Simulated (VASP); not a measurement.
Crystal: KMgF3.

```xyz
5
Lattice="3.9859 0.0000 0.0000 0.0000 3.9859 0.0000 0.0000 0.0000 3.9859" Properties=species:S:1:pos:R:3 pbc="T T T"
K     1.9929    1.9929    1.9929
Mg    0.0000    0.0000    0.0000
F     0.0000    0.0000    1.9929
F     0.0000    1.9929    0.0000
F     1.9929    0.0000    0.0000
```

Base run:

```yaml
Program: VASP 6.6.1
Functional: PBE
Potentials_or_basis: VASP PAW PBE potentials, release 64 (K_sv, Mg, F)
Cutoff: 520 eV
k_mesh: 8 × 8 × 8
Occupations: gaussian, width 0.02 eV
Spin: no spin polarisation
```

Its results: band gap on the k mesh 7.30 eV, indirect (least direct gap 7.63 eV); pressure 3.4 GPa.

Q: After a change of settings the same cell gave: band gap on the k mesh 7.12 eV, indirect (least direct gap 7.45 eV); pressure -0.1 GPa. Which change was it?
A. functional from PBE to PBEsol
B. functional from PBE to LDA; potentials or basis from VASP PAW PBE potentials, release 64 (K_sv, Mg, F) to VASP PAW LDA potentials, release 64 (K_sv, Mg, F)
C. functional from PBE to r2SCAN; further incar settings from ALGO = Fast; EDIFF = 1e-07 to ALGO = Normal; EDIFF = 1e-07

A: A.

PBEsol binds more tightly than PBE, so the same cell stands under less pressure.

Caveats: the PAW data sets were made with another functional, which shifts forces and pressure a little (some runs).

Not every run made on this cell is shown here.
